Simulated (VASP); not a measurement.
**Sc: single point with LDA**

The system is Sc.

```
Sc
1.0
     0.00000    2.18104    2.18104
     2.18104    0.00000    2.18104
     2.18104    2.18104    0.00000
Sc
1
Direct
  0.00000 0.00000 0.00000
```

The cell isn't the ideal one: functional LDA, strained and moved within the space group.

* Program: VASP 6.6.1
* Task: single point
* Functional: LDA
* Potentials or basis: VASP PAW LDA potentials, release 64 (Sc_sv)
* Cutoff: 520 eV
* k mesh: 16 × 16 × 16
* Occupations: gaussian, width 0.1 eV
* Spin: no spin polarisation

```json
{"Pressure": "5.0 GPa", "Band gap on the k mesh": "none (metal or under the smearing width)"}
```

Levels at points of the mesh, in eV from the Fermi level:
| k point | band 1 | band 2 | band 3 | band 4 | band 5 | band 6 | band 7 | band 8 | band 9 | band 10 |
| --- | --- | --- | --- | --- | --- | --- | --- | --- | --- | --- |
| (0.00, 0.00, 0.00) | -48.41 | -27.02 | -27.02 | -27.02 | -5.42 | 1.75 | 1.75 | 1.75 | 3.47 | 3.47 |
| (0.50, 0.00, 0.00) | -48.28 | -27.74 | -27.11 | -27.11 | -1.99 | 0.74 | 1.60 | 1.60 | 4.62 | 4.62 |
| (0.50, 0.50, 0.00) | -48.24 | -27.69 | -27.27 | -27.27 | -1.93 | -0.94 | 2.70 | 4.60 | 4.92 | 4.92 |

Run time: 12 s on 1 thread of Intel(R) Xeon(R) 6975P-C (Granite Rapids), with other jobs on the host, peak memory 0.14 GiB.
